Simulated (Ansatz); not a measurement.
# Au: the cost of one run

Computed with Ansatz 0.2.0 (DFT PBE, scalar-relativistic, plane waves, PAW, unless a step names another level, unless a step's input says otherwise).

2 further runs of the same task are left out: 2 that didn't finish.

**1. The starting structure**

Symmetry: Pm-3m, No. 221, cubic system. The conventional cell has a = 3.982 Å, b = 3.982 Å, c = 3.982 Å, α = 90.00°, β = 90.00°, γ = 90.00°. Au (site symmetry 4/mmm) is surrounded by 8 Au at 2.82 Å.

Coordinates:

```
CELL_PARAMETERS angstrom
3.98195 0.00000 0.00000
0.00000 3.98195 0.00000
0.00000 0.00000 3.98195
ATOMIC_POSITIONS crystal
Au 0.50000 0.00000 0.00000
Au 0.00000 0.50000 0.00000
Au 0.00000 0.00000 0.50000
```

It is the end of an earlier relaxation with the same method, from a generated guess; it needn't be the stable form of this composition. At a tolerance of 0.05 Å it has space group Pm-3m (No. 221); it has 21.05 Å³/atom, an uncorrected energy of +0.08 eV/atom over the standard state.

**2. Static run: bands, density of states and charges**

input.yaml

```yaml
crystal:
  lattice:
    - [3.9819548375, 0.0, 0.0]
    - [0.0, 3.9819548375, 0.0]
    - [0.0, 0.0, 3.9819548375]
  atoms:
    - { symbol: Au, position: [0.5, 0.0, 0.0] }
    - { symbol: Au, position: [0.0, 0.5, 0.0] }
    - { symbol: Au, position: [0.0, 0.0, 0.5] }
basis:
  ecutwfc: 420
kpoints:
  mp_grid: { grid: [12, 12, 12] }
  band_path:
    path:
      - [[0.0, 0.0, 0.0], [0.0, 0.5, 0.0], [0.5, 0.5, 0.0], [0.0, 0.0, 0.0], [0.5, 0.5, 0.5], [0.0, 0.5, 0.0]]
      - [[0.5, 0.5, 0.5], [0.5, 0.5, 0.0]]
    npoints: 14
hamiltonian:
  xc: pbe
scf:
  occupations: { method: gaussian, width: 0.1 }
  n_extra_bands: 7
output:
  forces: true
  stress: true
  eigenvalues: true
  populations: true
  dos: { projected: true, de: 0.02, nscf_kmesh: { grid: [15, 15, 15] } }
  bader: true
  write_density: true
  write_potential: true
  elf: true
  volumetric_format: npy
```

Started as:

```sh
ansatz run input.yaml --threads 1 --pin off --max-ram 2048MiB --backend cpu --events-out ev --progress --plain --runs-dir out
```

**Question.** How long does this run take on 1 thread of Arm Neoverse V1, shared host, and how much memory does it need?

About 34 s, with a peak of 0.42 GiB.
